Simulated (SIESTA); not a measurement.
BAs:

```
As B
1.0
     0.00000    2.38850    2.38850
     2.38850    0.00000    2.38850
     2.38850    2.38850    0.00000
As B
1 1
Direct
  0.75000 0.75000 0.75000
  0.00000 0.00000 0.00000
```

Program: SIESTA 5.4.2. Alike in all runs: task band structure; no spin polarisation; cell as given; k mesh 10 × 10 × 10; smearing fermi-dirac 0.05 eV; grid cutoff 500 Ry; energy shift 0.002 Ry.

Question: Order these runs on this cell by their pressure, lowest first.
A. level xPBE; potentials or basis PseudoDojo 0.4 standard (PBE files), DZP (energy shift 0.002 Ry)
B. level BLYP; potentials or basis PseudoDojo 0.4 standard (PBE files), DZP (energy shift 0.002 Ry)
C. level AM05; potentials or basis PseudoDojo 0.4 standard (PBEsol files), DZP (energy shift 0.002 Ry)

Answer: C (3.1 GPa), A (7.8 GPa), B (12.2 GPa).

Caveats: semicore shells carry a single zeta, which can move pressures by several GPa and volumes by a few percent; the potentials were made for another functional, which shifts forces and pressure; the basis of atomic orbitals isn't converged, which shifts pressures, moduli and gaps.

Runs at the PBE level aren't shown here.
